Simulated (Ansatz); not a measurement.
**Sn (dhcp type): a single-point run**

Aim: a sound single-point run of Sn (dhcp type). The structure is shown as the input types it.

Program: Ansatz 0.2.0. Level of theory: DFT, PBE, all-electron PAW with datasets made for the crystal, scalar-relativistic. These are calculated values, not measurements.

1 further run of the same task is left out (it didn't finish).

### 1 The starting structure

Symmetry: P6_3/mmc, No. 194, hexagonal system. The conventional cell has a = 2.874 Å, b = 2.874 Å, c = 9.368 Å, α = 90.00°, β = 90.00°, γ = 120.00°. Sn (site symmetry -3m) has 12 Sn at 2.87 Å as nearest neighbours. Sn (site symmetry -6m2) has 12 Sn at 2.87 Å as nearest neighbours.

As a file:

```
Sn
1.0
     2.87364    0.00000    0.00000
    -1.43682    2.48865    0.00000
     0.00000    0.00000    9.36789
Sn
4
Direct
  0.00000 0.00000 0.00000
  0.00000 0.00000 0.50000
  0.33333 0.66667 0.25000
  0.66667 0.33333 0.75000
```

### 2 Running it

File input.yaml:

```yaml
crystal:
  lattice:
    - [2.8736409741, 0.0, 0.0]
    - [-1.436820487, 2.4886460849, 0.0]
    - [0.0, 0.0, 9.3678910881]
  atoms:
    - { symbol: Sn, position: [0.0, 0.0, 0.0] }
    - { symbol: Sn, position: [0.0, 0.0, 0.5] }
    - { symbol: Sn, position: [0.3333333333, 0.6666666667, 0.25] }
    - { symbol: Sn, position: [0.6666666667, 0.3333333333, 0.75] }
kpoints:
  mp_grid: { grid: [12, 12, 3] }
scf:
  occupations: { method: fermi_dirac, width: 0.1 }
  max_iter: 75
hamiltonian:
  xc: pbe
  pseudopotentials: { kind: all_electron, datasets: crystal }
output:
  forces: true
  stress: true
  eigenvalues: true
ENCUT: 400
```

Launch:

```console
> ansatz run input.yaml --threads 1 --pin off --max-ram 3072MiB --backend cpu --events-out ev --progress --plain --runs-dir out
```

**Question.** How will this run end, and is anything wrong with its input?

The program refused the input before any cycle. It says: «line 23 column 1: unknown field `ENCUT`, expected one of crystal, accuracy, basis, kpoints, hamiltonian, magnetization, ...»

Look at the input: ENCUT is 400. The key belongs to a different code's input format, or to another block.

Remedy: delete ENCUT.
